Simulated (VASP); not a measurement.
# LiCl (Fm-3m) in VASP: settings compared

The runs below take LiCl through single point, relaxation of the atoms, with PBE, PBEsol+D3.

All numbers are computed with VASP 6.6.1; they aren't measurements. Logs are shortened: lines on timing, memory, paths and dates and some standing lists are left out, and cuts for length are marked.

### 1 The structure

It takes space group Fm-3m (No. 225, cubic). Conventional cell: a = 5.130 Å, b = 5.130 Å, c = 5.130 Å, α = 90.00°, β = 90.00°, γ = 90.00°. Around Cl (site symmetry m-3m) lie 6 Li at 2.56 Å. Around Li (site symmetry m-3m) lie 6 Cl at 2.56 Å.

### 2 Single point, PBE

File INCAR:

```
  PREC = Accurate
  ENCUT = 500
  EDIFF = 1E-6
  ISMEAR = 0
  SIGMA = 0.05
  LREAL = F
  LASPH = T
  NELM = 60
  ALGO = Normal
  ISIF = 2
  LWAVE = F
  LCHARG = T
  GGA = PE
  LELF = T
  LVHAR = T
```

File KPOINTS:

```
regular mesh
0
Gamma
  9 9 9
```

File POSCAR:

```
LiCl
3.6271
    0.000000000000      0.707113120675      0.707113120675
    0.707113120675      0.000000000000      0.707113120675
    0.707113120675      0.707113120675      0.000000000000
Cl Li
1 1
Direct
    0.5000000000      0.5000000000      0.5000000000
    0.0000000000      0.0000000000      0.0000000000
```

Potentials or basis: VASP PAW PBE potentials, release 64 (Cl, Li).

Started as:

```
> cat potpaw_PBE.64/Cl/POTCAR potpaw_PBE.64/Li/POTCAR > POTCAR
> mpirun -np 1 vasp_std > vasp.out
```

OUTCAR:

```text
PREC = Accurate
   ENCUT = 500
   EDIFF = 1E-6
   ISMEAR = 0
   LREAL = F
   LASPH = T
   NELM = 60
   ISIF = 2
   GGA = PE

 ion  position               nearest neighbor table
   1  0.500  0.500  0.500-   2 2.56   2 2.56   2 2.56   2 2.56   2 2.56   2 2.56
   2  0.000  0.000  0.000-   1 2.56   1 2.56   1 2.56   1 2.56   1 2.56   1 2.56

  LATTYP: Found a face centered cubic cell.
 ALAT       =     5.1295400000

  Lattice vectors:

 A1 = (   0.0000000000,   2.5647700000,   2.5647700000)
 A2 = (   2.5647700000,   0.0000000000,   2.5647700000)
 A3 = (   2.5647700000,   2.5647700000,   0.0000000000)

Analysis of symmetry for initial positions (statically):
=====================================================================
 Subroutine PRICEL returns:
 Original cell was already a primitive cell.

 Routine SETGRP: Setting up the symmetry group for a
 face centered cubic supercell.

 Subroutine GETGRP returns: Found 48 space group operations
 (whereof 48 operations were pure point group operations)
 out of a pool of 48 trial point group operations.

The static configuration has the point symmetry O_h .

Analysis of symmetry for dynamics (positions and initial velocities):
=====================================================================
 Subroutine PRICEL returns:
 Original cell was already a primitive cell.

 Routine SETGRP: Setting up the symmetry group for a
 face centered cubic supercell.

 Subroutine GETGRP returns: Found 48 space group operations
 (whereof 48 operations were pure point group operations)
 out of a pool of 48 trial point group operations.

The dynamic configuration has the point symmetry O_h .

 Subroutine INISYM returns: Found 48 space group operations
 (whereof 48 operations are pure point group operations),
 and found     1 'primitive' translations

----------------------------------------------------------------------------------------

                                     Primitive cell

  volume of cell :      33.7423

  direct lattice vectors                    reciprocal lattice vectors
     0.000000000  2.564770000  2.564770000    -0.194949255  0.194949255  0.194949255
     2.564770000  0.000000000  2.564770000     0.194949255 -0.194949255  0.194949255
     2.564770000  2.564770000  0.000000000     0.194949255  0.194949255 -0.194949255

  length of vectors
     3.627132518  3.627132518  3.627132518     0.337662014  0.337662014  0.337662014

  position of ions in fractional coordinates (direct lattice)
     0.500000000  0.500000000  0.500000000
     0.000000000  0.000000000  0.000000000

  ion indices of the primitive-cell ions
   primitive index   ion index
                 1           1
                 2           2

----------------------------------------------------------------------------------------

 KPOINTS: regular mesh

Automatic generation of k-mesh.
 Grid dimensions read from file:
 generate k-points for:    9    9    9

 Generating k-lattice:

  Cartesian coordinates                     Fractional coordinates (reciprocal lattice)
    -0.021661028  0.021661028  0.021661028     0.111111111  0.000000000  0.000000000
     0.021661028 -0.021661028  0.021661028     0.000000000  0.111111111  0.000000000
     0.021661028  0.021661028 -0.021661028     0.000000000  0.000000000  0.111111111

  Length of vectors
     0.037518002  0.037518002  0.037518002

  Shift w.r.t. Gamma in fractional coordinates (k-lattice)
     0.000000000  0.000000000  0.000000000

 Subroutine IBZKPT returns following result:
 ===========================================

 Found     35 irreducible k-points:

 Following reciprocal coordinates:
            Coordinates               Weight
  0.000000  0.000000  0.000000      1.000000
  0.111111  0.000000  0.000000      8.000000
  0.222222  0.000000  0.000000      8.000000
  0.333333  0.000000  0.000000      8.000000
  0.444444  0.000000  0.000000      8.000000
  0.111111  0.111111  0.000000      6.000000
[... 16 lines left out ...]
 -0.333333  0.333333  0.000000     12.000000
  0.444444  0.444444  0.000000      6.000000
 [... further k-points ...]
   k-points           NKPTS =     35   k-points in BZ     NKDIM =     35   number of bands    NBANDS=      8
   number of dos      NEDOS =    301   number of ions     NIONS =      2
   total plane-waves  NPLWV =  21952
   dimension x,y,z NGX =    28 NGY =   28 NGZ =   28
   dimension x,y,z NGXF=    56 NGYF=   56 NGZF=   56
   ions per type =               1   1
   NGX,Y,Z   is equivalent  to a cutoff of  12.83, 12.83, 12.83 a.u.
   NGXF,Y,Z  is equivalent  to a cutoff of  25.67, 25.67, 25.67 a.u.
 SYSTEM =  unknown system
   PREC   = accura    normal or accurate (medium, high low for compatibility)
   ISTART =      0    job   : 0-new  1-cont  2-samecut
   ICHARG =      2    charge: 1-file 2-atom 10-const
   ISPIN  =      1    spin polarized calculation?
   LNONCOLLINEAR =      F non collinear calculations
   LSORBIT =      F    spin-orbit coupling
   LASPH  =      T    aspherical Exc in radial PAW
   ENCUT  =  500.0 eV  36.75 Ry    6.06 a.u.   6.61  6.61  6.61*2*pi/ulx,y,z
   NELM   =     60;   NELMIN=  2; NELMDL= -5     # of ELM steps
   EDIFF  = 0.1E-05   stopping-criterion for ELM
   LREAL  =      F    real-space projection
   EDIFFG = 0.1E-04   stopping-criterion for IOM
   NSW    =      0    number of steps for IOM
   IBRION =     -1    ionic relax: 0-MD 1-quasi-New 2-CG
   NFREE  =      0    steps in history (QN), initial steepest desc. (CG)
   ISIF   =      2    stress and relaxation
   ISYM   =      2    0-nonsym 1-usesym 2-fastsym
   POTIM  = 0.5000    time-step for ionic-motion
   TEBEG  =    0.0;   TEEND  =   0.0 temperature during run
   PSTRESS=    0.0 pullay stress
   NELECT =       8.0000    total number of electrons
   NUPDOWN=      -1.0000    fix difference up-down
   EMIN   =  10.00;   EMAX   =-10.00  energy-range for DOS
   EFERMI =   0.00;   METHOD = LEGACY
   ISMEAR =     0;   SIGMA  =   0.05  broadening in eV -4-tet -1-fermi 0-gaus
   EFERMI_NEDOS =   21; number of points for ismear=-14 and -15
   IALGO  =     38    algorithm
   IMIX   =      4    mixing-type and parameters
     AMIX     =   0.40;   BMIX     =  1.00
     AMIX_MAG =   1.60;   BMIX_MAG =  1.00
  volume/ion in A,a.u.               =      16.87       113.85
  Fermi-wavevector in a.u.,A,eV,Ry     =   1.013242  1.914749 13.968541  1.026659
  Thomas-Fermi vector in A             =   2.146399
   LORBIT       =      0    0 simple, 1 ext, 2 COOP (PROOUT), +10 PAW based schemes
   GGA     = PE    functional components
   LHFCALC =     F    Hartree Fock is set to
   AEXX    =    0.0000 exact exchange contribution
   IVDW    =     0    specifies the selected vdW correction
   LEPSILON=     F    determine dielectric tensor
   LRPA    =     F    only Hartree local field effects (RPA)
 non-spin polarized calculation
 Gauss-broadening in eV      SIGMA  =   0.05
  energy-cutoff  :      500.00
  volume of cell :       33.74
 maximum number of plane-waves:       881
   NGX = 13   NGY = 13   NGZ = 13

 number of electron       8.0000002 magnetization

 Free energy of the ion-electron system (eV)
  ---------------------------------------------------
  ext. energy  EPLUGINS =         0.00000000
  ---------------------------------------------------
  free energy    TOTEN  =        -7.37334761 eV

  energy without entropy =       -7.37334761  energy(sigma->0) =       -7.37334761

 E-fermi :   0.7331     XC(G=0):  -8.5591

 val. band max:        0.4374962383   @ k =   0.0000   0.0000   0.0000
 cond. band min:       6.7661961107   @ k =   0.0000   0.0000   0.0000
 fundamental gap:      6.3286998724
 Fermi energy:         0.7331306455

 k-point     1 :       0.0000    0.0000    0.0000
  band No.  band energies     occupation
      1     -12.9656      2.00000
      2       0.4375      2.00000
      3       0.4375      2.00000
      4       0.4375      2.00000
      5       6.7662      0.00000
      6      12.3777      0.00000
      7      12.3777      0.00000
      8      12.3777      0.00000

 k-point     2 :       0.1111    0.0000    0.0000
  band No.  band energies     occupation
      1     -12.9048      2.00000
      2       0.0111      2.00000
      3       0.4045      2.00000
      4       0.4045      2.00000
      5       7.1484      0.00000
      6      11.6990      0.00000
      7      12.3458      0.00000
      8      12.3458      0.00000

 k-point     3 :       0.2222    0.0000    0.0000
  band No.  band energies     occupation
      1     -12.7436      2.00000
      2      -0.9043      2.00000
      3       0.3248      2.00000
      4       0.3248      2.00000
      5       7.6413      0.00000
      6      11.3048      0.00000
      7      11.3980      0.00000
      8      11.3980      0.00000

 k-point     4 :       0.3333    0.0000    0.0000
  band No.  band energies     occupation
      1     -12.5466      2.00000
      2      -1.7858      2.00000
      3       0.2402      2.00000
      4       0.2402      2.00000
      5       7.5015      0.00000
      6      10.4835      0.00000
      7      10.4835      0.00000
      8      12.1499      0.00000

 k-point     5 :       0.4444    0.0000    0.0000
  band No.  band energies     occupation
      1     -12.4088      2.00000
      2      -2.3092      2.00000
      3       0.1880      2.00000
      4       0.1880      2.00000
      5       7.2379      0.00000
      6      10.0025      0.00000
      7      10.0025      0.00000
      8      13.2209      0.00000

 k-point     6 :       0.1111    0.1111    0.0000
  band No.  band energies     occupation
      1     -12.8840      2.00000
      2       0.0561      2.00000
      3       0.2916      2.00000
      4       0.2916      2.00000
      5       7.3339      0.00000
      6      11.5568      0.00000
      7      12.2282      0.00000
      8      12.4347      0.00000

 k-point     7 :       0.2222    0.1111    0.0000
  band No.  band energies     occupation
      1     -12.7547      2.00000
      2      -0.6505      2.00000
      3       0.1536      2.00000
      4       0.2261      2.00000
      5       7.9629      0.00000
      6      10.8818      0.00000
      7      11.0826      0.00000
      8      12.1552      0.00000
[... 133 lines left out ...]
 k-point    20 :       0.3333    0.3333    0.0000
  band No.  band energies     occupation
      1     -12.3818      2.00000
      2      -1.7646      2.00000
      3      -0.4139      2.00000
      4      -0.4139      2.00000
      5       8.8143      0.00000
      6       9.3000      0.00000
      7      11.0043      0.00000
      8      13.5937      0.00000

 k-point    21 :       0.4444    0.3333    0.0000
  band No.  band energies     occupation
      1     -12.2558      2.00000
      2      -2.0952      2.00000
      3      -0.6870      2.00000
      4      -0.4941      2.00000
      5       8.6276      0.00000
      6       9.3000      0.00000
      7      11.5711      0.00000
      8      13.2921      0.00000

 k-point    22 :      -0.4444    0.3333    0.0000
  band No.  band energies     occupation
      1     -12.1884      2.00000
      2      -2.1077      2.00000
      3      -1.1530      2.00000
      4      -0.4171      2.00000
      5       8.5344      0.00000
      6      10.0973      0.00000
      7      11.7779      0.00000
      8      12.3715      0.00000

 k-point    23 :      -0.3333    0.3333    0.0000
  band No.  band energies     occupation
      1     -12.2157      2.00000
      2      -1.7393      2.00000
      3      -1.5930      2.00000
      4      -0.2085      2.00000
      5       8.5759      0.00000
      6      11.0169      0.00000
      7      11.3888      0.00000
      8      11.4531      0.00000

 k-point    24 :       0.4444    0.4444    0.0000
  band No.  band energies     occupation
      1     -12.1769      2.00000
      2      -2.3678      2.00000
      3      -0.6322      2.00000
      4      -0.6322      2.00000
      5       8.3623      0.00000
      6       8.7950      0.00000
      7      12.6018      0.00000
      8      14.4194      0.00000

 [... further k-points ...]

------------------------ aborting loop because EDIFF is reached ----------------------------------------

  FORCE on cell =-STRESS in cart. coord.  units (eV):
  Direction    XX          YY          ZZ          XY          YZ          ZX
  --------------------------------------------------------------------------------------
  -------------------------------------------------------------------------------------
  Total        0.0818221      0.0818221      0.0818221      0.0000000      0.0000000      0.0000000
  in kB        3.8851335      3.8851335      3.8851335      0.0000000      0.0000000      0.0000000
  external PRESSURE =       3.8851335 kB  Pullay stress =       0.0000000 kB

 VOLUME and BASIS-vectors are now :
 -----------------------------------------------------------------------------
  energy-cutoff  :      500.00
  volume of cell :       33.74
      direct lattice vectors                 reciprocal lattice vectors
     0.000000000  2.564770000  2.564770000    -0.194949255  0.194949255  0.194949255
     2.564770000  0.000000000  2.564770000     0.194949255 -0.194949255  0.194949255
     2.564770000  2.564770000  0.000000000     0.194949255  0.194949255 -0.194949255

 POSITION                                       TOTAL-FORCE (eV/Angst)
 -----------------------------------------------------------------------------------
      2.56477      2.56477      2.56477        -0.000000     -0.000000      0.000000
      0.00000      0.00000      0.00000         0.000000      0.000000     -0.000000
 -----------------------------------------------------------------------------------
    total drift:                                0.000000      0.000000      0.000000

  FREE ENERGIE OF THE ION-ELECTRON SYSTEM (eV)
  ---------------------------------------------------
  free  energy   TOTEN  =        -7.3733476114 eV

  energy  without entropy=       -7.3733476114  energy(sigma->0) =       -7.37334761
```

It took 6.7 s on 1 thread of AMD EPYC 9R45 (Zen 5), shared host; peak memory 0.11 GiB.

What came out:

* Free energy: -7.3733 eV
* Pressure: 0.4 GPa
* Band gap on the k mesh: 6.33 eV, direct

Levels at points of the mesh, in eV from the valence-band top:
```csv
k point,band 1,band 2,band 3,band 4,band 5,band 6,band 7,band 8
"(0.00, 0.00, 0.00)",-13.40,0.00,0.00,0.00,6.33,11.94,11.94,11.94
```

Caveat: an odd mesh through Γ misses points on the zone boundary, where band edges often lie. A hybrid or GW would open this gap; PBE tends to underestimate it.

### 3 Single point, PBE

File run.py:

```python
from ase import Atoms
from ase.calculators.vasp import Vasp
from ase.dft.bandgap import bandgap

atoms = Atoms(
    ['Cl', 'Li'],
    cell=[[0.0, 2.56477, 2.56477], [2.56477, 0.0, 2.56477], [2.56477, 2.56477, 0.0]],
    scaled_positions=[[0.5, 0.5, 0.5], [0.0, 0.0, 0.0]],
    pbc=True,
)
calc = Vasp(
    directory='calc',
    xc='pbe',
    pp='PBE',
    setups='minimal',
    prec='Accurate',
    encut=500,
    ediff=1e-06,
    ismear=0,
    sigma=0.05,
    lreal=False,
    lasph=True,
    nelm=60,
    algo='Fast',
    isif=2,
    lwave=False,
    lcharg=False,
    kpts=[9, 9, 9],
    gamma=True,
)
atoms.calc = calc

print('energy (eV):', atoms.get_potential_energy())
print('free energy (eV):', atoms.get_potential_energy(force_consistent=True))
print('forces (eV/A):')
print(atoms.get_forces())
print('stress (eV/A^3, Voigt):', atoms.get_stress())
print('Fermi level (eV):', calc.get_fermi_level())
gap, top, bottom = bandgap(calc)
print('band gap (eV):', gap, 'from (spin, k, band)', top, 'to', bottom)
```

Potentials or basis: VASP PAW PBE potentials, release 64 (Cl, Li).

Started as:

```
> python run.py
```

What it wrote:

```text
energy (eV): -7.37334756
free energy (eV): -7.37334756
forces (eV/A):
[[-0. -0. -0.]
 [ 0.  0.  0.]]
stress (eV/A^3, Voigt): [-0.00228564 -0.00228564 -0.00228564 -0.         -0.         -0.        ]
Fermi level (eV): 0.73327072
band gap (eV): 6.3282 from (spin, k, band) (0, np.int64(0), np.int64(3)) to (0, np.int64(0), np.int64(4))
```

OUTCAR:

```text
ENCUT = 500.000000
   EDIFF = 1.00e-06
   GGA = PE
   PREC = Accurate
   ISIF = 2
   ISMEAR = 0
[... 487 lines left out ...]
      2.56477      2.56477      2.56477        -0.000000     -0.000000     -0.000000
      0.00000      0.00000      0.00000         0.000000      0.000000      0.000000
 -----------------------------------------------------------------------------------
    total drift:                                0.000000      0.000000      0.000000

  FREE ENERGIE OF THE ION-ELECTRON SYSTEM (eV)
  ---------------------------------------------------
  free  energy   TOTEN  =        -7.3733475608 eV

  energy  without entropy=       -7.3733475608  energy(sigma->0) =       -7.37334756
```

INCAR:

```text
ENCUT = 500.000000
SIGMA = 0.050000
EDIFF = 1.00e-06
ALGO = Fast
GGA = PE
PREC = Accurate
ISIF = 2
ISMEAR = 0
NELM = 60
LASPH = .TRUE.
LCHARG = .FALSE.
LWAVE = .FALSE.
LREAL = .FALSE.
```

Wall time 8 s (1 thread of AMD EPYC 9R45 (Zen 5), shared host); peak memory 0.11 GiB.

What came out:

```yaml
Free_energy: -7.3733 eV
Pressure: 0.4 GPa
Band_gap_on_the_k_mesh: 6.33 eV, direct
```

Caveat: an odd mesh through Γ misses points on the zone boundary, where band edges often lie. Expect the measured gap to be larger: semilocal functionals such as PBE lack the derivative discontinuity.

(Part 1 of 2 ends here.)
